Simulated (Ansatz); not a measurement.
HfC:

```
Hf C
1.0
     0.00000    2.32500    2.32500
     2.32500    0.00000    2.32500
     2.32500    2.32500    0.00000
Hf C
1 1
Direct
  0.50000 0.50000 0.50000
  0.00000 0.00000 0.00000
```

A run of Ansatz 0.2.0 on this cell left the log below. Logs are shortened: lines on timing, memory, paths and dates and some standing lists are left out, and cuts for length are marked.

```text
Warning: RAYON_NUM_THREADS=2 ignored (pool sized by the plan → 2); use --threads N
scf.n_extra_bands = 6 over 15 filled bands (N_el = 30.0): the run solves 21 bands
Engine: ansatz 0.2.0, aarch64-unknown-linux-gnu
Pseudopotentials: kind: paw
Pseudopotential: Hf, paw, valence charge 26, recommended cutoff 420 eV (normal), Hf.paw.azcp
Pseudopotential: C, paw, valence charge 4, recommended cutoff 420 eV (normal), C.paw.azcp
Functional definition: PBEsol
  exchange = pbesol_x
  correlation = pbesol_c
Crystal: 2 atoms, lattice volume = 25.136 Å³
Basis set: ecut = 420 eV, 531 PW (Γ), exchange–correlation on 48×48×48 points (8 copies of the dense FFT grid, shifted against one another)
Bands: 21, of which v1, the nominal top of the filled ones, is band 15 counted from 1 (14 counted from 0)
Symmetry: 48 space group operations
Space group: Fm-3m (ITA 225), of the structure as read, at distance tolerance 2.9e-5 Å
k-points: 47 of 1000
Non-local potential: Hf, projectors of the file, l = 0: 3, l = 1: 2, l = 2: 2, l = 3: 3
Non-local potential: C, projectors of the file, l = 0: 2, l = 1: 2, l = 2: 1
PAW form: soft (Blöchl's): semilocal exchange-correlation on the pseudo side does not see the compensation charge
PAW frozen core: Hf, regenerated for the run's functional, and the local potential with it (the file was generated under x = pbe(κ = 0.804, μ = 0.2195149727645171), c = pbe(β = 0.06672455060314922))
PAW frozen core: C, regenerated for the run's functional, and the local potential with it (the file was generated under x = pbe(κ = 0.804, μ = 0.2195149727645171), c = pbe(β = 0.06672455060314922))
PAW one-centre angular grid: Hf, 590 points (default); XC on 64 Gauss nodes
PAW one-centre angular grid: C, 110 points (default); XC on 64 Gauss nodes
Initial density: superposition of atomic densities (neutral atoms: chi_scale 0, normalization atom), corrected by the library's trained network
Initial wavefunctions: pseudopotential atomic-orbital guess
Functional: x = pbesol(κ = 0.804, μ = 0.12345679012345678), c = pbesol(β = 0.046)
SCF iter   1: F=—  HF=-15846.697266 eV  |F-HF|=—  |Δ(HF+E_count)|=         —  Δρ=9.29e-3  dr2=2.74e-2  ethr=1.77e-3  ⟨swp⟩=5.1  Hψ=4161  notcnv=0  defer=4
preconditioner: auto → Kerker (q_TF=auto, 2.810 Å⁻¹)  [metal: Δε(μ)=0.074 eV  Ē_g=19.750 eV  σ=0.050 eV  W_gap=0.32  n_scr=14 (ndim 8)  ℏωp=39.2 eV  f_vac=0.000  D(μ)=0.35/eV (n_scr^D=0)]
SCF iter   2: F=—  HF=-15846.690883 eV  |F-HF|=—  |Δ(HF+E_count)|=   6.38e-3  Δρ=2.94e-3  dr2=2.54e-3  ethr=9.15e-5  ⟨swp⟩=1.9  Hψ=1524  notcnv=0  defer=56
SCF iter   3: F=—  HF=-15846.690326 eV  |F-HF|=—  |Δ(HF+E_count)|=   5.57e-4  Δρ=6.43e-4  dr2=4.18e-5  ethr=8.48e-6  ⟨swp⟩=2.0  Hψ=1443  notcnv=0  defer=56
SCF iter   4: F=—  HF=-15846.690305 eV  |F-HF|=—  |Δ(HF+E_count)|=   2.05e-5  Δρ=4.62e-4  dr2=2.74e-5  ethr=1.39e-7  ⟨swp⟩=2.3  Hψ=1731  notcnv=0  defer=56
SCF iter   5: F=—  HF=-15846.690308 eV  |F-HF|=—  |Δ(HF+E_count)|=   2.68e-6  Δρ=1.24e-4  dr2=3.09e-6  ethr=9.13e-8  ⟨swp⟩=1.1  Hψ=931  notcnv=0  defer=56
SCF iter   6: F=-15846.690307 eV  HF=-15846.690307 eV  |F-HF|=6.34e-9  |Δ(HF+E_count)|=   1.09e-6  Δρ=2.60e-5  dr2=8.36e-8  ethr=3.33e-10  ⟨swp⟩=8.2  Hψ=5646  notcnv=0
SCF 1 converged in 6 iterations: F = -15846.690307 eV  dr2 = 8.36e-8
  greatest PAW one-centre occupation: 0.998 electrons in one spin orbital (limit 2), on the Hf atom at site 0 (counted from 0), in its partial waves of l = 0
NSCF: frozen V_eff on 142 k-points
SCF converged after 6 iterations
Free energy (F): -15846.690307 eV
Harris-Foulkes:  -15846.690307 eV  (|F-HF|=6.34e-9)
Internal energy: -15846.687532 eV  (E = F + TS)
E sigma→0 (E₀):  -15846.688919 eV
Entropy (-TS):   -0.002775 eV (-1.388 meV/atom)
Fermi energy:    20.015461 eV
--- Per-component energies (eV) ---
  E_band       = 108.318865
  E_kinetic    = 510.889633
  E_local      = -4993.267259  (includes V_loc(G=0)·N_el)
  E_nonlocal   = -1211.362191
  E_hartree    = 2357.553278
  E_xc         = -346.051420
  E_vxc        = -326.239578  (∫ρ·V_xc dr)
  E_paw        = -6902.281300  (= ΣΔE_a)
  E_vpaw       = 1413.198074  (= ΣTr[D̂ρ^β])
  E_aug_tail   = 0.000006  (compensation charges beyond the density's cutoff)
  E_ewald      = -5263.440471
  E_core_change = 1.272192  (= ΣΔE_core)
  E_smearing   = -0.002775  (= −TS)
  E_closure    = -0.000000  (closes the sum)
  Σ components = -15846.690307   (vs F -15846.690307, Δ=0.00e0)
--- Forces (eV/Å), atoms counted from 1 ---
  atom   1  Hf     0.00000000    -0.00000000    -0.00000000
  atom   2  C     -0.00000000     0.00000000     0.00000000
  max |Σ_I F_I| component: 7.68e-29 eV/Å
--- Stress (GPa, compression-positive) ---
       -6.518997      -0.000000       0.000000
        0.000000      -6.518997      -0.000000
       -0.000000      -0.000000      -6.518997
  P = ⅓ Tr σ = -6.5190 GPa (-65.190 kbar)
--- Band table (eV; the first three rows and the last of 47) ---
  k-point 0: bands = ["-41.0935", "-9.5522", "-9.5522", "-9.5522", "7.6686", "8.9329", "8.9417", "8.9417", "8.9417", "9.0234", "9.0234", "9.0234", "21.0451", "21.0451", "21.0451", "21.2906", "21.2906", "21.2906", "23.3078", "23.3078", "26.7501"]
  k-point 1: bands = ["-41.0896", "-9.6218", "-9.5589", "-9.5589", "7.9117", "8.9366", "8.9476", "8.9476", "8.9483", "9.0180", "9.0180", "9.0237", "19.6223", "20.0139", "20.0139", "21.7132", "21.7132", "22.1164", "24.4307", "24.4307", "27.2982"]
  k-point 2: bands = ["-41.0794", "-9.7993", "-9.5764", "-9.5764", "8.5325", "8.9468", "8.9629", "8.9629", "9.0045", "9.0045", "9.0243", "9.0277", "17.8415", "18.7543", "18.7543", "22.4554", "22.4554", "22.6574", "26.4231", "26.4231", "28.4436"]
  k-point 46: bands = ["-41.0391", "-10.0287", "-9.9157", "-9.7985", "8.9279", "8.9660", "8.9706", "8.9707", "8.9920", "8.9982", "8.9982", "10.3319", "17.2156", "17.2185", "17.3155", "22.6173", "24.5978", "26.6744", "26.8642", "28.3052", "32.3750"]
```

Problem. What input gives this log?

Solution. Band structure with PBEsol, no spin polarisation. The files as run (others can give the same):

input.yaml
```yaml
crystal:
  lattice:
    - [0.0, 2.325, 2.325]
    - [2.325, 0.0, 2.325]
    - [2.325, 2.325, 0.0]
  atoms:
    - { symbol: Hf, position: [0.5, 0.5, 0.5] }
    - { symbol: C, position: [0.0, 0.0, 0.0] }
hamiltonian:
  xc: pbesol
  pseudopotentials: { kind: paw }
kpoints:
  mp_grid: { grid: [10, 10, 10] }
  band_path:
    path:
      - [[0.0, 0.0, 0.0], [0.5, 0.0, 0.5], [0.5, 0.25, 0.75], [0.375, 0.375, 0.75], [0.0, 0.0, 0.0], [0.5, 0.5, 0.5], [0.625, 0.25, 0.625], [0.5, 0.25, 0.75], [0.5, 0.5, 0.5], [0.375, 0.375, 0.75]]
      - [[0.625, 0.25, 0.625], [0.5, 0.0, 0.5]]
    npoints: 14
scf:
  occupations: { method: fermi_dirac, width: 0.05 }
  n_extra_bands: 6
output:
  forces: true
  stress: true
  eigenvalues: true
  fatbands: true
```

Potentials or basis: Ansatz PAW.
Launch:
```console
$ ansatz run input.yaml --threads 2 --pin off --max-ram 5632MiB --backend cpu --events-out ev --progress --plain --runs-dir out
```

Caveat: spin-orbit coupling is left out, which moves the levels of the heavy elements; the PAW data sets come from PBE, with cores solved anew for the run's functional, which leaves a small shift of forces and pressure.
